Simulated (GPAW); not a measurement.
The system is CrO2.

```
Cr O
1.0
     0.00000    2.33684    2.33684
     2.33684    0.00000    2.33684
     2.33684    2.33684    0.00000
Cr O
1 2
Cartesian
  0.0000 0.0000 0.0000
  1.1684 1.1684 1.1684
  3.5053 3.5053 3.5053
```

Measurements of this composition are mostly on another form, of space group No. 136.

Base run:

- Program: GPAW 26.7.0
- Functional: PBEsol
- Potentials or basis: PAW data sets generated in the run's folder for this functional
- Cutoff: 800 eV
- Basis: pw
- k mesh: 7 × 7 × 7
- Occupations: gaussian, width 0.05 eV
- Spin: collinear spin, zero start
- Starting moments: [0.0, 0.0, 0.0] μB
- Hubbard terms: Cr d U = 5 eV

Its results: band gap on the k mesh none (metal or under the smearing width); pressure 1.9 GPa; net moment 0.00 μB per cell.

Task: The run is repeated on the same cell with these changes: hubbard terms from Cr d U = 5 eV to Cr d U = 8 eV. What comes out?

Result: Band gap on the k mesh none (metal or under the smearing width); pressure 37.8 GPa; net moment 0.00 μB per cell.

Caveats: the run has no moments, though such compounds are often magnetic; a magnetic state may lie lower; a pressure of tens of GPa on the cell as given is suspect, and the run, the potentials or the cell itself is likely at fault (some runs).
